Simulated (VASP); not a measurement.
VASP inputs for LiH (CsCl)

INCAR

```
PREC = Accurate
LASPH = .TRUE.
SIGMA = 0.02
GGA = PS
EDIFF = 1E-7
LREAL = .FALSE.
LCHARG = .FALSE.
NBANDS = 9
NSW = 40
ISMEAR = -1
ISIF = 3
LWAVE = .FALSE.
EDIFFG = -5E-3
NELM = 120
IBRION = 2
ENCUT = 600
```

KPOINTS

```
KPOINTS created by Atomic Simulation Environment
0
Gamma
10 10 10
0 0 0
```

POSCAR

```
Li H
 1.0000000000000000
     2.5060075266916240   -0.0000000000000000   -0.0000000000000000
     0.0000000000000000    2.5060075266916240    0.0000000000000000
    -0.0000000000000000    0.0000000000000000    2.5060075266916240
 Li  H
   1   1
Cartesian
  0.0000000000000000  0.0000000000000000  0.0000000000000000
  1.2530037633458120  1.2530037633458120  1.2530037633458120
```

VASP ran with the recommended PBE PAW datasets (4 valence electrons in the cell).

What does this run give?

relaxed cell vector lengths 2.488, 2.488, 2.488 Å; relaxed cell volume 15.41 Å³.
